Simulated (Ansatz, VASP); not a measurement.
## One calculation of BaZrO3, two programs

Contents of INCAR:

```
SYSTEM = BaZrO3
  ALGO = Normal
  EDIFF = 1E-6
  EDIFFG = -0.002
  ENCUT = 600
  GGA = PS
  IBRION = 2
  ISIF = 3
  ISMEAR = 0
  LASPH = .TRUE.
  LCHARG = .FALSE.
  LREAL = .FALSE.
  LWAVE = .FALSE.
  NELM = 100
  NSW = 100
  PREC = Accurate
  SIGMA = 0.02
```

The input KPOINTS:

```
k-points
0
G
  6 6 6
  0 0 0
```

POSCAR

```
BaZrO3
1.0
    4.2123871500      0.0000000000      0.0000000000
    0.0000000000      4.2123871500      0.0000000000
    0.0000000000      0.0000000000      4.2123871500
Ba Zr O
1 1 3
Direct
    0.0000000000      0.0000000000      0.0000000000
    0.5000000000      0.5000000000      0.5000000000
    0.5000000000      0.5000000000      0.0000000000
    0.5000000000      0.0000000000      0.5000000000
    0.0000000000      0.5000000000      0.5000000000
```

Input for Ansatz:

```yaml
crystal:
  lattice:
    - [4.21238715, 0.0, 0.0]
    - [0.0, 4.21238715, 0.0]
    - [0.0, 0.0, 4.21238715]
  atoms:
    - { symbol: Ba, position: [0.0, 0.0, 0.0] }
    - { symbol: Zr, position: [0.5, 0.5, 0.5] }
    - { symbol: O, position: [0.5, 0.5, 0.0] }
    - { symbol: O, position: [0.5, 0.0, 0.5] }
    - { symbol: O, position: [0.0, 0.5, 0.5] }
basis:
  ecutwfc: 420
kpoints:
  mp_grid: { grid: [6, 6, 6] }
hamiltonian:
  xc: pbesol
scf:
  occupations: { method: gaussian, width: 0.02 }
output:
  forces: true
  stress: true
  eigenvalues: true
  write_density: true
  write_potential: true
  elf: true
  volumetric_format: npy
relax:
  adjacent_minimum: "off"
  f_tol: 0.002
  max_steps: 80
  cell: { stress_tol: 0.02 }
```

The cell was built by a generator and isn't the measured one.

Alike in both runs: task relaxation of cell and atoms; functional PBEsol; k mesh 6 × 6 × 6; occupations gaussian, width 0.02 eV; no spin polarisation.

```csv
,VASP,Ansatz
version,VASP 6.6.1,Ansatz 0.2.0
potentials or method,"VASP PAW PBE potentials, release 64 (Ba_sv, Zr_sv, O)","scalar-relativistic, plane waves, PAW"
plane-wave cutoff (eV),600,420
valence electrons in the cell,40,40
```

```csv
,VASP,Ansatz,Ansatz less VASP
"gap on the k mesh at the Fermi level, each at its own relaxed structure (eV)",3.11,3.17,+0.063
relaxed volume (Å³/atom),14.71,14.61,-0.091
relaxed cell length with the largest relative difference (Å),4.189,4.181,-0.0087
energy change over the relaxation (meV/atom),-2,-4,-1.7
```

Caveats: the PAW data sets were made with another functional, which shifts forces and pressure a little (VASP); spin-orbit coupling is left out, which moves the levels of the heavy elements. A k mesh can miss the band edges. As with any semilocal functional, this PBEsol gap is likely too small.
